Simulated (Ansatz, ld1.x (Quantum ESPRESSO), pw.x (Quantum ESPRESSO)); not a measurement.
## Os (Z = 76): one change to the TM potential, in the atom and in the fcc crystal

osmium (Os), norm-conserving Troullier–Martins (Kleinman–Bylander form), made with ld1.x (Quantum ESPRESSO) 7.5 (PBE, scalar-relativistic). Core [Xe] 4f14, reference 5d6 6s2 6p0. Waves: 6p (bound, empty): rc 3.40 bohr; 5d (bound): rc 2.05 bohr; 6s (bound): rc 2.00 bohr. Local part: the s channel. Core correction: none.

Change: all radii scaled by about 1.07 (s 2.14, p 3.64, d 2.20 bohr).

Cutoffs, loose and tight: the cutoffs (Ry, on a coarse ladder) from which the occupation-weighted sum of valence levels, in a spherical-Bessel basis at the reference potential, stays within 10 and 1 mRy of its value at 400 Ry. They do not see the model core or the augmentation charge, which bear on the density cutoff. Test errors are all-electron minus pseudo excitation energies from the reference, over the configurations 5d6 6s1 6p0; 5d6 6s0 6p0; 5d5 6s0 6p0; 5d6.5 6s1.5 6p0; 5d6 6s1.5 6p0; 5d7 6s1 6p0; 5d4 6s0 6p0; variants that change the core or the reference have their own tests.

Crystal test: fcc Os in pw.x 7.5, no spin, 15³ k-points, Fermi–Dirac smearing 0.01 Ry, cutoffs set for each file from its atomic test. The reference is all-electron LAPW (Ansatz 0.2.0) with the same functional, mesh and smearing; V0 and B0 come from Birch–Murnaghan fits to the pressures at five volumes. Errors are pseudo minus all-electron; Δ is the rms difference of the E(V) curves that follow from these fits, minima aligned, over ±6 % about the mean V0. Mesh and smearing are coarse, so the numbers serve the comparison and aren't converged zero-temperature values; the lattice is a test structure that the element need not adopt.

All-electron: a0 = 3.856 Å (V0 = 14.34 Å³/atom), B0 = 387.2 GPa.

**Question.** Does the change bring the crystal closer to the all-electron result?

**Answer.** The mean pressure error goes from +13.69 to +17.15 GPa, so the change moves the solid further from the all-electron pressures.

| quantity | base | changed |
| --- | --- | --- |
| outcome (atom) | generated | generated |
| cutoff, loose (atom) | 35 Ry | 35 Ry |
| cutoff, tight (atom) | 55 Ry | 40 Ry |
| bound ghosts (atom) | none | none |
| largest test error (meV) (atom) | -163 | -155 |
| cutoffs in pw.x (Ry) | 70/280 | 50/200 |
| a0 (Å) | 3.899 | 3.909 |
| a0 error (%) | +1.11 | +1.37 |
| B0 error (%) | -2.9 | -3.2 |
| Δ (meV/atom) | 40.5 | 50.0 |
| mean pressure error (GPa) | +13.69 | +17.15 |

Base: The largest radius (3.40 bohr) exceeds half the bond length (2.58 bohr), so the spheres overlap, which is one possible source of error among others. This is a poor potential for the solid. Changed file: The largest radius (3.64 bohr) exceeds half the bond length (2.58 bohr), so the spheres overlap, which is one possible source of error among others. This is a poor potential for the solid. The atomic cutoffs weigh occupied waves only.
